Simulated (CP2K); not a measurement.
# MoS2 (R3m) in CP2K: settings compared

Aim: see how the results for MoS2 move with the level of theory and the settings. Levels: PBE, PBE+U. Tasks: single point.

All numbers are computed with CP2K 2026.2; they aren't measurements. Logs are shortened: lines on timing, memory, paths and dates and some standing lists are left out, and cuts for length are marked.

## 1. The crystal as given

The structure is trigonal, space group R3m (No. 160). Conventional cell: a = 3.160 Å, b = 3.160 Å, c = 18.450 Å, α = 90.00°, β = 90.00°, γ = 120.00°. Mo (site symmetry 3m) is surrounded by 6 S at 2.39 Å. S (site symmetry 3m) has 3 Mo at 2.39 Å as nearest neighbours. S (site symmetry 3m) is surrounded by 3 Mo at 2.39 Å.

Measurements of this composition are mostly on another form, of space group No. 194.

## 2. Single point, PBE

Contents of mos2_scf.inp:

```
&GLOBAL
  PROJECT mos2_scf
  RUN_TYPE ENERGY_FORCE
  PRINT_LEVEL LOW
&END GLOBAL
&FORCE_EVAL
  METHOD QS
  STRESS_TENSOR ANALYTICAL
  &DFT
    BASIS_SET_FILE_NAME BASIS_MOLOPT
    POTENTIAL_FILE_NAME GTH_POTENTIALS
    &MGRID
      CUTOFF 450
      REL_CUTOFF 60
      NGRIDS 4
    &END MGRID
    &QS
      METHOD GPW
      EPS_DEFAULT 1.0E-10
    &END QS
    &KPOINTS
      SCHEME MONKHORST-PACK 8 8 8
      GAMMA_CENTERED T
      SYMMETRY T
      SYMMETRY_BACKEND SPGLIB
    &END KPOINTS
    &SCF
      SCF_GUESS ATOMIC
      EPS_SCF 1.0E-6
      MAX_SCF 100
      ADDED_MOS 15
      CHOLESKY OFF
      EPS_EIGVAL 1.0E-7
      &DIAGONALIZATION ON
        ALGORITHM STANDARD
      &END DIAGONALIZATION
      &MIXING ON
        METHOD BROYDEN_MIXING
        ALPHA 0.4
        BETA 1.5
        NBUFFER 8
      &END MIXING
      &SMEAR ON
        METHOD FERMI_DIRAC
        ELECTRONIC_TEMPERATURE [K] 580.226
      &END SMEAR
    &END SCF
    &XC
      &XC_FUNCTIONAL PBE
      &END XC_FUNCTIONAL
    &END XC
    &PRINT
      &KPOINTS ON
      &END KPOINTS
      &MULLIKEN ON
      &END MULLIKEN
      &MO ON
        ENERGIES T
        OCCUPATION_NUMBERS T
        &EACH
          QS_SCF 0
        &END EACH
        ADD_LAST NUMERIC
      &END MO
    &END PRINT
  &END DFT
  &SUBSYS
    &CELL
      ABC 3.1599999999 3.1599999999 6.4149071181
      ALPHA_BETA_GAMMA 104.2587498999 104.2587499002 60.0000000010
      PERIODIC XYZ
    &END CELL
    &COORD
      SCALED
      Mo  0.0000000000 0.0000000000 0.0000000000
      S   0.4170000000 0.4170000000 0.2510000000
      S   0.2500000000 0.2500000000 0.7500000000
    &END COORD
    &KIND Mo
      BASIS_SET DZVP-MOLOPT-SR-GTH-q14
      POTENTIAL GTH-PBE-q14
    &END KIND
    &KIND S
      BASIS_SET DZVP-MOLOPT-SR-GTH-q6
      POTENTIAL GTH-PBE-q6
    &END KIND
    &PRINT
      &ATOMIC_COORDINATES ON
      &END ATOMIC_COORDINATES
      &CELL ON
      &END CELL
    &END PRINT
  &END SUBSYS
  &PRINT
    &FORCES ON
    &END FORCES
    &STRESS_TENSOR ON
    &END STRESS_TENSOR
  &END PRINT
&END FORCE_EVAL
```

Potentials or basis: GTH_POTENTIALS Mo GTH-PBE-q14, S GTH-PBE-q6; DZVP-MOLOPT-SR-GTH basis.

Command:

```
> OMP_NUM_THREADS=1 cp2k.psmp -i mos2_scf.inp -o mos2_scf.out
```

mos2_scf.out:

```text

 CP2K| version string:                                       CP2K version 2026.2
 CP2K| Input file name                                              mos2_scf.inp

 GLOBAL| Force Environment number                                              1
 GLOBAL| Basis set file name                                        BASIS_MOLOPT
 GLOBAL| Potential file name                                      GTH_POTENTIALS
 GLOBAL| MM Potential file name                                     MM_POTENTIAL
 GLOBAL| Coordinate file name                                      __STD_INPUT__
 GLOBAL| Method name                                                        CP2K
 GLOBAL| Project name                                                   mos2_scf
 GLOBAL| Run type                                                   ENERGY_FORCE
 GLOBAL| FFT library                                                       FFTW3
[... 8 lines left out ...]
 GLOBAL| CPU model name                                                  UNKNOWN

 CELL| Volume [angstrom^3]:                                            53.183867
 CELL| Vector a [angstrom]:       3.160     0.000     0.000   |a| =     3.160000
 CELL| Vector b [angstrom]:       1.580     2.737     0.000   |b| =     3.160000
 CELL| Vector c [angstrom]:      -1.580    -0.912     6.150   |c| =     6.414907
 CELL| Angle (b,c), alpha [degree]:                                   104.258750
 CELL| Angle (a,c), beta  [degree]:                                   104.258750
 CELL| Angle (a,b), gamma [degree]:                                    60.000000
 CELL| Numerically orthorhombic:                                              NO
 CELL| Periodicity                                                           XYZ

 CELL_REF| Volume [angstrom^3]:                                        53.183867
 CELL_REF| Vector a [angstrom     3.160     0.000     0.000   |a| =     3.160000
 CELL_REF| Vector b [angstrom     1.580     2.737     0.000   |b| =     3.160000
 CELL_REF| Vector c [angstrom    -1.580    -0.912     6.150   |c| =     6.414907
 CELL_REF| Angle (b,c), alpha [degree]:                               104.258750
 CELL_REF| Angle (a,c), beta  [degree]:                               104.258750
 CELL_REF| Angle (a,b), gamma [degree]:                                60.000000
 CELL_REF| Numerically orthorhombic:                                          NO
[... 11 lines left out ...]

  Total number of            - Atomic kinds:                                   2
                             - Atoms:                                          3
                             - Shell sets:                                     3
                             - Shells:                                        18
                             - Primitive Cartesian functions:                 15
                             - Cartesian basis functions:                     59
                             - Spherical basis functions:                     52

  Maximum angular momentum of- Orbital basis functions:                        3
                             - Local part of the GTH pseudopotential:          2
                             - Non-local part of the GTH pseudopotential:      4

 MODULE QUICKSTEP: ATOMIC COORDINATES IN ANGSTROM

   Atom Kind Element         X             Y             Z       Z(eff)     Mass
      1    1 Mo   42      0.000000      0.000000      0.000000  14.0000  95.9600
      2    2 S    16      1.580000      0.912213      1.543650   6.0000  32.0650
      3    2 S    16     -0.000000     -0.000000      4.612500   6.0000  32.0650

 SCF PARAMETERS         Density guess:                                    ATOMIC
[... 9 lines left out ...]
                        --------------------------------------------------------
                        level_shift [a.u.]:                             0.000000
                        added MOs                                        15    0
                        --------------------------------------------------------
                        Mixing method:                            BROYDEN_MIXING
[... 11 lines left out ...]
 *******************************************************************************
 BRILLOUIN| K-point scheme                                        Monkhorst-Pack
 BRILLOUIN| K-Point grid                                             8    8    8
 BRILLOUIN| Gamma-centered k-point mesh                                     ON
 BRILLOUIN| K-point symmetry accuracy                               0.100000E-05
 BRILLOUIN| K-Point point group symmetrization                                ON
 BRILLOUIN| Symmetry backend                                             SPGLIB
 BRILLOUIN| Symmetry reduction method                                    SPGLIB
 BRILLOUIN| Wavefunction type                                            COMPLEX
 BRILLOUIN| List of Kpoints [2 Pi/Bohr]                                       65
 BRILLOUIN| Number           Weight            X              Y              Z
 BRILLOUIN|     1           0.01172       -0.37500       -0.37500       -0.37500
 BRILLOUIN|     2           0.01172       -0.37500       -0.37500       -0.25000
 BRILLOUIN|     3           0.01172       -0.37500       -0.37500       -0.12500
 BRILLOUIN|     4           0.01172       -0.37500       -0.37500        0.00000
 BRILLOUIN|     5           0.01172       -0.37500       -0.37500        0.12500
 BRILLOUIN|     6           0.01172       -0.37500       -0.37500        0.25000
[... 32 lines left out ...]
 BRILLOUIN|    39           0.02344       -0.25000       -0.12500       -0.25000
 BRILLOUIN|    40           0.02344       -0.25000       -0.12500       -0.12500
 [... further k-points ...]
 *******************************************************************************

 Extrapolation method: initial_guess

 Number of electrons:                                                         26
 Number of occupied orbitals:                                                 13
 Number of molecular orbitals:                                                28

 Number of orbital functions:                                                 52
 Number of independent orbital functions:                                     52

 SCF WAVEFUNCTION OPTIMIZATION

  Step     Update method      Time    Convergence         Total energy    Change
  ------------------------------------------------------------------------------
     1 NoMix/Diag. 0.40E+00    2.8     0.86094650       -89.1112200337 -8.91E+01
     2 Broy./Diag. 0.40E+00    3.0     0.13142056       -90.4363958216 -1.33E+00
     3 Broy./Diag. 0.40E+00    3.0     0.10858659       -89.4303920240  1.01E+00
     4 Broy./Diag. 0.40E+00    3.0     0.03767365       -88.7580363481  6.72E-01
     5 Broy./Diag. 0.40E+00    3.0     0.02608890       -88.8892235571 -1.31E-01
     6 Broy./Diag. 0.40E+00    3.0     0.00619658       -88.7092283309  1.80E-01
     7 Broy./Diag. 0.40E+00    3.0     0.00202045       -88.7392330173 -3.00E-02
     8 Broy./Diag. 0.40E+00    3.0     0.00156921       -88.7365207620  2.71E-03
     9 Broy./Diag. 0.40E+00    3.0     0.00072764       -88.7507755872 -1.43E-02
    10 Broy./Diag. 0.40E+00    3.0     0.00030595       -88.7538710032 -3.10E-03
    11 Broy./Diag. 0.40E+00    3.1     0.00007444       -88.7553246784 -1.45E-03
    12 Broy./Diag. 0.40E+00    3.0     0.00002282       -88.7544329492  8.92E-04
    13 Broy./Diag. 0.40E+00    3.0     0.00000686       -88.7542743816  1.59E-04
    14 Broy./Diag. 0.40E+00    3.0     0.00000243       -88.7542552400  1.91E-05
    15 Broy./Diag. 0.40E+00    3.0     0.00000066       -88.7542601325 -4.89E-06

  *** SCF run converged in    15 steps ***

  Electronic density on regular grids:        -25.9999999999        0.0000000001
  Core density on regular grids:               25.9999999980       -0.0000000020
  Total charge density on r-space grids:       -0.0000000019
  Total charge density g-space grids:          -0.0000000019

  Overlap energy of the core charge distribution:               0.00000000000676
  Self energy of the core charge distribution:               -176.94184945816679
  Core Hamiltonian energy:                                     39.95870630525064
  Hartree energy:                                              60.71011151892413
  Exchange-correlation energy:                                -12.48122846418405
  Electronic entropic energy:                                  -0.00000003436491
  Fermi energy:                                                 0.34866728660163

  Total energy:                                               -88.75426013253407
  Total energy (extrapolated to T->0):                        -88.75426011535161

 MO| EIGENVALUES AND OCCUPATION NUMBERS FOR K POINT 1
 MO|
 MO|  Index      Eigenvalue [a.u.]        Eigenvalue [eV]             Occupation
 MO|      1              -1.987155             -54.073239               2.000000
 MO|      2              -1.001308             -27.246986               2.000000
 MO|      3              -0.994286             -27.055908               2.000000
 MO|      4              -0.991562             -26.981780               2.000000
 MO|      5              -0.160926              -4.379021               2.000000
 MO|      6              -0.148036              -4.028276               2.000000
[... 20 lines left out ...]
 MO|     27               0.935886              25.466756               0.000000
 MO|     28               0.969116              26.370998               0.000000
 MO| Sum:                                                              26.000000
 MO| E(Fermi):            0.348667 a.u.          9.487719 eV
 MO| Band gap:            0.116005 a.u.          3.156655 eV

 MO| EIGENVALUES AND OCCUPATION NUMBERS FOR K POINT 2
 MO|
 MO|  Index      Eigenvalue [a.u.]        Eigenvalue [eV]             Occupation
 MO|      1              -1.987155             -54.073229               2.000000
 MO|      2              -1.001308             -27.246963               2.000000
 MO|      3              -0.994288             -27.055959               2.000000
 MO|      4              -0.991562             -26.981779               2.000000
 MO|      5              -0.159291              -4.334526               2.000000
 MO|      6              -0.149968              -4.080837               2.000000
[... 411 lines left out ...]
 MO| EIGENVALUES AND OCCUPATION NUMBERS FOR K POINT 14
 MO|
 MO|  Index      Eigenvalue [a.u.]        Eigenvalue [eV]             Occupation
 MO|      1              -1.987304             -54.077279               2.000000
 MO|      2              -0.999047             -27.185442               2.000000
 MO|      3              -0.994594             -27.064266               2.000000
 MO|      4              -0.991992             -26.993481               2.000000
 MO|      5              -0.174002              -4.734829               2.000000
 MO|      6              -0.145447              -3.957801               2.000000
[... 20 lines left out ...]
 MO|     27               0.922221              25.094896               0.000000
 MO|     28               0.992548              27.008611               0.000000
 MO| Sum:                                                              26.000012
 MO| E(Fermi):            0.348667 a.u.          9.487719 eV
 MO| Band gap:            0.098209 a.u.          2.672393 eV

 [... the levels of further k-points ...]

 !-----------------------------------------------------------------------------!
                     Mulliken Population Analysis

 #  Atom  Element  Kind  Atomic population                           Net charge
       1     Mo       1         14.857407                             -0.857407
       2     S        2          5.573370                              0.426630
       3     S        2          5.569223                              0.430777
 # Total charge                             26.000000                  0.000000

 !-----------------------------------------------------------------------------!

 ENERGY| Total FORCE_EVAL ( QS ) energy [hartree]            -88.754268945871729

 FORCES| Atomic forces [hartree/bohr]
 FORCES|   Atom     x               y               z               |f|
 FORCES|      1 -1.74886543E-09 -6.80457813E-09  1.63297415E-03   1.63297415E-03
 FORCES|      2  5.32479475E-09  6.94538394E-10  9.76917377E-03   9.76917377E-03
 FORCES|      3 -8.40601074E-09  3.32132199E-09 -1.14020662E-02   1.14020662E-02
 FORCES| Sum    -4.83008143E-09 -2.78871775E-09  8.16797421E-08
 FORCES| Total atomic force                                       8.18699390E-08

 STRESS| Analytical stress tensor [bar]
 STRESS|                        x                   y                   z
 STRESS|      x        4.61870681635E+04  -3.22973396409E-01   5.57433406082E-02
 STRESS|      y       -3.22973396409E-01   4.61873476547E+04   2.12055359712E-02
 STRESS|      z        5.57433406082E-02   2.12055359712E-02   6.73029546163E+04
 STRESS| 1/3 Trace                                             5.32257901448E+04
 STRESS| Determinant                                           1.43574578091E+14

 STRESS| Eigenvectors and eigenvalues of the analytical stress tensor [bar]
 STRESS|                        1                   2                   3
 STRESS| Eigenvalues   4.61868559989E+04   4.61875598191E+04   6.73029546164E+04
 STRESS|      x           0.835794859175     -0.549041850290      0.000002639862
 STRESS|      y           0.549041850289      0.835794859179      0.000001004219
 STRESS|      z          -0.000002757741      0.000000610074      0.999999999996
```

Run time: 54 s. Hardware: 1 thread of Arm Neoverse V2, shared host; peak memory 0.32 GiB.

Results:

```yaml
Free_energy: -2415.1265 eV
Pressure: 5.3 GPa
Largest_force: 0.586 eV/Å
Band_gap_on_the_k_mesh: 1.05 eV, indirect (least direct gap 2.04 eV)
Mulliken_charges: Mo -0.86; S +0.43 e
```

Forces in eV/Å, atoms in the order of the input:
```
Mo   0.000  0.000  0.084
S    0.000  0.000  0.502
S    0.000  0.000 -0.586
```

Levels at points of the mesh, in eV from the valence-band top:
```csv
k point,band 11,band 12,band 13,band 14,band 15,band 16
"(0.00, 0.00, 0.00)",-2.40,-1.28,-1.15,2.02,2.02,2.43
"(0.00, 0.00, 0.50)",-2.37,-2.37,0.00,2.12,2.12,2.30
"(0.00, 0.50, 0.00)",-2.38,-1.72,-1.53,1.55,2.01,3.48
"(0.00, 0.50, 0.50)",-2.94,-1.90,-1.35,1.50,2.12,3.13
```

Caveat: Mulliken charges move with the basis; this functional lacks dispersion, which binds the layers, so the pressure and a relaxed spacing across them are unreliable; the basis of atomic orbitals isn't converged, which shifts pressures, moduli and gaps.

## 3. Single point, PBE+U

Changes to mos2_scf.inp since step 2:

```diff
@@ -11,2 +11,3 @@
     POTENTIAL_FILE_NAME GTH_POTENTIALS
+    PLUS_U_METHOD MULLIKEN
     &MGRID
@@ -81,2 +82,6 @@
       POTENTIAL GTH-PBE-q14
+      &DFT_PLUS_U
+        L 2
+        U_MINUS_J [eV] 2.0
+      &END DFT_PLUS_U
     &END KIND
```

Potentials or basis: GTH_POTENTIALS Mo GTH-PBE-q14, S GTH-PBE-q6; DZVP-MOLOPT-SR-GTH basis.

Command:

```
> OMP_NUM_THREADS=1 cp2k.psmp -i mos2_scf.inp -o mos2_scf.out
```

Run time: 63 s. Hardware: 1 thread of Arm Neoverse V2, shared host; peak memory 0.32 GiB.

Results (log left out):

```yaml
Free_energy: -2412.6831 eV
Largest_force: 0.610 eV/Å
Band_gap_on_the_k_mesh: 0.90 eV, indirect (least direct gap 1.89 eV)
Mulliken_charges: Mo -0.53; S +0.26, +0.27 e
```

Forces on the atoms (eV/Å):
```
Mo   0.006 -0.010  0.086
S   -0.003  0.005  0.524
S   -0.003  0.005 -0.610
```

Levels at points of the mesh, in eV from the valence-band top:
```csv
k point,band 9,band 10,band 11,band 12,band 13,band 14,band 15,band 16,band 17,band 18
"(0.00, 0.00, 0.00)",-3.61,-2.41,-2.41,-1.34,-1.14,2.06,2.06,2.42,2.42,5.77
"(0.00, 0.00, 0.50)",-3.62,-3.58,-2.38,-2.38,0.00,2.15,2.15,2.29,2.29,6.01
"(0.00, 0.50, 0.00)",-5.16,-4.14,-2.37,-1.81,-1.61,1.31,1.98,3.59,3.89,5.60
"(0.00, 0.50, 0.50)",-4.87,-4.07,-2.94,-1.98,-1.45,1.26,2.10,3.47,3.99,6.28
```

Caveat: Mulliken charges move with the basis; this program's U acts on Mulliken populations of all basis functions of the shell, so it isn't the U of plane-wave codes; energies scatter by some meV and the pressure isn't listed; this functional lacks dispersion, which binds the layers, so the pressure and a relaxed spacing across them are unreliable; the basis of atomic orbitals isn't converged, which shifts pressures, moduli and gaps. A k mesh can miss the band edges.
